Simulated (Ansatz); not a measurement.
**BAs: band gap under strain**

Aim: follow the gap of zincblende BAs through these states: +2.0 % biaxial strain in x and y, free along z; +3.0 % biaxial strain in x and y, free along z; +4.0 % biaxial strain in x and y, free along z. The table at the end shows which levels were run.

The runs shown are made with Ansatz 0.2.0. PAW datasets, plane waves. No spin polarisation and no zero-point or thermal motion.

## Step 1: The system as given

The unstrained cell was relaxed with r2SCAN; in each strained cell the atoms were relaxed again with r2SCAN. Names of k-points are those of the unstrained zone, where strain can split equivalent points. First state: +2.0 % biaxial strain in x and y, free along z.

The symmetry is I-4m2 (No. 119, tetragonal); conventional cell a = 3.450 Å, c = 4.740 Å, 14.11 Å³ an atom. Around B lie 4 As at 2.09 Å; around As lie 4 B at 2.09 Å.

Structure file:

```
CELL_PARAMETERS angstrom
0.00000 2.43970 2.36980
2.43970 0.00000 2.36980
2.43970 2.43970 0.00000
ATOMIC_POSITIONS crystal
B 0.00000 0.00000 0.00000
As 0.25000 0.25000 0.25000
```

From earlier runs on the unstrained cell: PBE 1.19 eV, r2SCAN 1.39 eV, HSE06 1.83 eV, r2SCAN+SOC 1.31 eV, G0W0 1.91 eV (on its mesh); a = 4.784 Å.

## Step 2: +2.0 % biaxial strain in x and y, free along z: PBE

input.yaml

```yaml
crystal:
  lattice:
    - [0.0, 2.4397049562, 2.3697994758]
    - [2.4397049562, 0.0, 2.3697994758]
    - [2.4397049562, 2.4397049562, 0.0]
  atoms:
    - { symbol: B, position: [0.0, 0.0, 0.0] }
    - { symbol: As, position: [0.25, 0.25, 0.25] }
kpoints:
  mp_grid: { grid: [10, 10, 10] }
  band_path:
    path:
      - [0.0, 0.0, 0.0]
      - [-0.5, -0.5, 0.0]
      - [-0.375, -0.375, 0.25]
      - [-0.375, 0.0, 0.375]
      - [0.0, 0.0, 0.5]
      - [-0.5, -0.25, 0.25]
      - [0.395833, 0.395833, 0.0]
    npoints: 1
hamiltonian:
  xc: pbe
scf:
  occupations: { method: fermi_dirac, width: 0.02 }
  n_extra_bands: 4
output:
  forces: true
  stress: true
  eigenvalues: true
  write_density: true
  write_potential: true
  elf: true
  volumetric_format: npy
```

On the command line:

```console
ansatz run input.yaml --threads 2 --pin off --max-ram 20275MiB --backend cpu --events-out ev --progress --plain --runs-dir out
```

The runs that follow: +2.0 % biaxial strain in x and y, free along z: r2SCAN; +2.0 % biaxial strain in x and y, free along z: HSE06; +2.0 % biaxial strain in x and y, free along z: r2SCAN+SOC; +2.0 % biaxial strain in x and y, free along z: r2SCAN; +2.0 % biaxial strain in x and y, free along z: G0W0@PBE; +3.0 % biaxial strain in x and y, free along z: PBE; +3.0 % biaxial strain in x and y, free along z: r2SCAN; +3.0 % biaxial strain in x and y, free along z: HSE06; +3.0 % biaxial strain in x and y, free along z: r2SCAN+SOC; +3.0 % biaxial strain in x and y, free along z: r2SCAN; +3.0 % biaxial strain in x and y, free along z: G0W0@PBE; +4.0 % biaxial strain in x and y, free along z: PBE; +4.0 % biaxial strain in x and y, free along z: r2SCAN; +4.0 % biaxial strain in x and y, free along z: HSE06; +4.0 % biaxial strain in x and y, free along z: r2SCAN+SOC; +4.0 % biaxial strain in x and y, free along z: r2SCAN; +4.0 % biaxial strain in x and y, free along z: G0W0@PBE.

Q: Predict the outcome of this session.

As calculated:

Least gap in eV (negative: overlap), with the change from the unstrained cell in brackets. G0W0 is on its own coarse mesh.

| state | volume change (%) | PBE | r2SCAN | HSE06 | G0W0 |
| --- | --- | --- | --- | --- | --- |
| +2.0 % biaxial strain in x and y, free along z | +3.1 | 0.80 (-0.39) | 0.97 (-0.42) | 1.42 (-0.41) | 1.50 (-0.41) |
| +3.0 % biaxial strain in x and y, free along z | +4.6 | 0.61 (-0.58) | 0.77 (-0.62) | 1.22 (-0.61) | 1.31 (-0.60) |
| +4.0 % biaxial strain in x and y, free along z | +6.2 | 0.44 (-0.75) | 0.58 (-0.81) | 1.03 (-0.80) | 1.13 (-0.78) |

In words: With HSE06, of the states in the table +4.0 % biaxial strain in x and y, free along z shifts the gap most, by -0.800 eV. PBE and HSE06 differ by 0.64 eV on the unstrained gap, and by at most 0.05 eV on its change: the two disagree on the size of the gap but agree on its response to strain. G0W0 here is at a finite number of bands, screening cutoff and k mesh, not at the basis limit.
